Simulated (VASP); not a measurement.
Here is the system:

```
SrF2
1.0
    0.00000     2.95800     2.95800
    2.95800     0.00000     2.95800
    2.95800     2.95800     0.00000
Sr F
1 2
Direct
  0.00000   0.00000   0.00000
  0.25000   0.25000   0.25000
  0.75000   0.75000   0.75000
```

Level of theory: PBE GGA, VASP's PBE PAW potentials (set 64) (plane waves; VASP). Run with 520 eV cut-off, 5×5×5 Γ-centred mesh, Gaussian smearing of 0.050 eV, potentials Sr_sv F.

Problem. Give the stress tensor in GPa (positive for a compressed cell).

Solution. 
```
-1.61   0.00   0.00
 0.00  -1.61   0.00
 0.00   0.00  -1.61
```
The pressure is its mean diagonal, -1.61 GPa.

The compound is SrF2 in the fluorite structure. The cell was not relaxed at this level.
